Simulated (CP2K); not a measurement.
Runs of CP2K 2026.2 on MoS2. The cell holds a slab with vacuum, 3 atoms: a = 3.184 Å, b = 3.184 Å, c = 17.335 Å, α = 90.00°, β = 90.00°, γ = 120.00°. 

```tsv
task	level	potentials or basis	cell	smearing	EPS_DEFAULT	NGRIDS	CUTOFF of the grids	points a segment of the path (NPOINTS)	bands added on the path	gap on the mesh (eV)	largest force (eV/Å)
single point	PBEsol	POTENTIAL_UZH Mo GTH-PBE-q14, S GTH-PBE-q6; TZVP-MOLOPT-PBE-GTH basis	as given	fermi-dirac 0.05 eV	1.0E-10	4	450 Ry	-	-	1.73	(b)
single point	PBEsol	POTENTIAL_UZH Mo GTH-PBE-q14, S GTH-PBE-q6; TZVP-MOLOPT-PBE-GTH basis	atoms moved at random, drawn with an rms of 0.05 Å	fermi-dirac 0.05 eV	1.0E-10	5	450 Ry	-	-	1.72	0.91
band structure	TASK	POTENTIAL_UZH Mo GTH-SCAN-q14, S GTH-SCAN-q6; TZVP-MOLOPT-SCAN-GTH basis	as given	fermi-dirac 0.05 eV	1.0E-10	4	675 Ry	6	4	(a)	0.38
band structure	TB-mBJ	POTENTIAL_UZH Mo GTH-PBE-q14, S GTH-PBE-q6; TZVP-MOLOPT-PBE-GTH basis	as given	fermi-dirac 0.1 eV	1.0E-9	4	675 Ry	6	4	1.76	-
band structure	r2SCAN	POTENTIAL_UZH Mo GTH-SCAN-q14, S GTH-SCAN-q6; TZVP-MOLOPT-SCAN-GTH basis	as given	fermi-dirac 0.1 eV	1.0E-9	4	675 Ry	10	4	1.79	0.21
```

Alike in all rows: no spin polarisation; k mesh 10 × 10 × 2.

**Question.** Estimate the missing entries.

**Answer.** (a) 1.84; (b) 0.14.

Caveats: the basis of atomic orbitals isn't converged, which shifts pressures, moduli and gaps; the potentials were made for another functional, which shifts forces and pressure (some runs); meta-GGAs are noisy in the vacuum on a uniform grid, which can shift empty levels and the work function (some runs); this is a model potential without an energy functional, so only levels have meaning (some runs).

A k mesh can miss the band edges, and the runs leave out spin-orbit coupling on Mo.
